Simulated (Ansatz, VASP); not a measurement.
## Mo: VASP beside Ansatz

File INCAR:

```
PREC     = Accurate       # precision mode
ENCUT    = 520            # plane-wave cutoff, eV
EDIFF    = 1E-7           # SCF threshold, eV
ISMEAR   = -1             # smearing method
SIGMA    = 0.05           # smearing width, eV
LREAL    = False          # projectors in reciprocal space
LASPH    = True           # aspherical terms in the spheres
NELM     = 100            # most SCF steps
ALGO     = Fast           # electronic algorithm
ISIF     = 2              # what is computed and relaxed
LWAVE    = False          # write WAVECAR
LCHARG   = False          # write CHGCAR
GGA      = CA             # functional
NBANDS   = 13             # bands
```

File KPOINTS:

```
Automatic mesh
0
Gamma
  12 12 12
```

POSCAR

```
Mo
1.0
   -1.5514772677      1.5514772677      1.5514772677
    1.5514772677     -1.5514772677      1.5514772677
    1.5514772677      1.5514772677     -1.5514772677
Mo
1
Direct
    0.0000000000      0.0000000000      0.0000000000
```

The input input.yaml:

```yaml
crystal:
  lattice:
    - [-1.5514772677, 1.5514772677, 1.5514772677]
    - [1.5514772677, -1.5514772677, 1.5514772677]
    - [1.5514772677, 1.5514772677, -1.5514772677]
  atoms:
    - { symbol: Mo, position: [0.0, 0.0, 0.0] }
kpoints:
  mp_grid: { grid: [12, 12, 12] }
scf:
  occupations: { method: fermi_dirac, width: 0.05 }
hamiltonian:
  xc: lda
  pseudopotentials: { kind: all_electron, lapw: { basis_error: 0.001 } }
output:
  forces: true
  stress: true
  eigenvalues: true
```

Change from the starting cell: volume scaled by 0.94.

Alike in both runs: task single point; functional LDA; k mesh 12 × 12 × 12; occupations fermi-dirac, width 0.05 eV; no spin polarisation.

|  | VASP | Ansatz |
| --- | --- | --- |
| version | VASP 6.6.1 | Ansatz 0.2.0 |
| potentials or method | VASP PAW LDA potentials, release 64 (Mo_sv) | all-electron LAPW, scalar-relativistic |
| plane-wave cutoff (eV) | 520 | see its input |

|  | VASP | Ansatz | Ansatz less VASP |
| --- | --- | --- | --- |
| gap on the k mesh at the Fermi level (eV) | none | none | - |
| pressure (GPa) | 3.7 | 2.5 | -1.20 |

A gap of «none» marks a metal or a gap that the smearing closes. Ansatz ran all-electron here, so the differences hold the error of VASP's frozen core and of both bases.
